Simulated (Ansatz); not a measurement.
Zincblende BeTe, relaxed with r2SCAN in Ansatz 0.2.0. It is cubic, F-43m (No. 216); a = 5.657 Å in the conventional setting, 22.63 Å³ an atom. Around Be lie 4 Te at 2.45 Å; around Te lie 4 Be at 2.45 Å.

The axes x, y and z are those of this cell:
```
CELL_PARAMETERS angstrom
0.00000 2.82862 2.82862
2.82862 0.00000 2.82862
2.82862 2.82862 0.00000
ATOMIC_POSITIONS crystal
Be 0.00000 0.00000 0.00000
Te 0.25000 0.25000 0.25000
```

Unstrained: The PBE gap is indirect, 2.020 eV (Γ to X), below the direct gap of 3.639 eV at Γ. With r2SCAN the valence top lies at Γ and the conduction bottom at X, 2.375 eV higher; the smallest vertical gap, at Γ, is 4.040 eV. The HSE06 gap is indirect, 2.695 eV (Γ to X), below the direct gap of 4.482 eV at Γ. Meshes: PBE 8×8×8, r2SCAN 8×8×8, HSE06 6×6×6. Strains are changes of length per length. After each strain the atoms were relaxed again with r2SCAN within the symmetry that the strain leaves, so tilts or polar shifts that break it weren't tested; points keep the names that they have in the unstrained zone. The values are computed, spin-unpolarised, and not measurements.

(1) One strain changed the r2SCAN stress by xx +0.92, yy +0.92, zz +0.92 GPa (compression positive) and the gap by -0.036 eV (PBE), -0.036 eV (r2SCAN), -0.038 eV (HSE06). Which kind of strain was it, and roughly how large?

(2) For epitaxial +3.0 % in the xy plane, how far does the free direction move, and what happens to the gap?

(3) Estimate what uniaxial +4.0 % along [111], other directions held does to the gap.

(4) Apply uniaxial +2.0 % along z, other directions held. How far does the gap move, against the unstrained cell?

(5) One strain changed the r2SCAN stress by xx +4.25, yy +1.80, zz +1.80 GPa (compression positive) and the gap by -0.423 eV (PBE), -0.439 eV (r2SCAN), -0.443 eV (HSE06). Which kind of strain was it, and roughly how large?

Answers

(1) Isotropic -0.5 % on every length. The pattern of the stress gives the kind; the size needs the stiffness, so it is an estimate.

(2) The normal strain at zero normal stress is -2.34 %, 0.78 of the in-plane strain with the sign turned. PBE: the gap goes from 2.020 to 1.726 eV (-0.294 eV); with r2SCAN the top three valence levels at Γ, degenerate before, become 1+2 from the top over 258 meV. r2SCAN: the gap goes from 2.375 to 2.064 eV (-0.311 eV). HSE06: the gap goes from 2.695 to 2.387 eV (-0.308 eV).

(3) PBE: the gap goes from 2.020 to 1.987 eV (-0.033 eV); with r2SCAN the top three valence levels at Γ, degenerate before, become 2+1 from the top over 275 meV. r2SCAN: the gap goes from 2.375 to 2.331 eV (-0.044 eV). HSE06: the gap goes from 2.695 to 2.661 eV (-0.034 eV). The r2SCAN energy rises by 13.6 meV an atom.

(4) PBE: the gap goes from 2.020 to 1.988 eV (-0.032 eV); the X points, equivalent before, split by 129 meV, and the conduction bottom lies at those like (0, 1/2, 1/2); with r2SCAN the top three valence levels at Γ, degenerate before, become 2+1 from the top over 111 meV. r2SCAN: the gap goes from 2.375 to 2.340 eV (-0.035 eV); the X points, equivalent before, split by 138 meV, and the conduction bottom lies at those like (0, 1/2, 1/2). HSE06: the gap goes from 2.695 to 2.662 eV (-0.033 eV); the X points, equivalent before, split by 134 meV, and the conduction bottom lies at those like (0, 1/2, 1/2). The r2SCAN energy rises by 2.8 meV an atom.

(5) Uniaxial -4.0 % along x, other directions held. The pattern of the stress gives the kind; the size needs the stiffness, so it is an estimate.

Spin-orbit coupling is left out, which matters wherever the heavy atoms make up the band edges.

The meshes of the hybrids are coarse, so their gaps aren't converged to the digits shown.

The splittings at Γ are without spin-orbit coupling, which regroups them where it is of like size or larger.
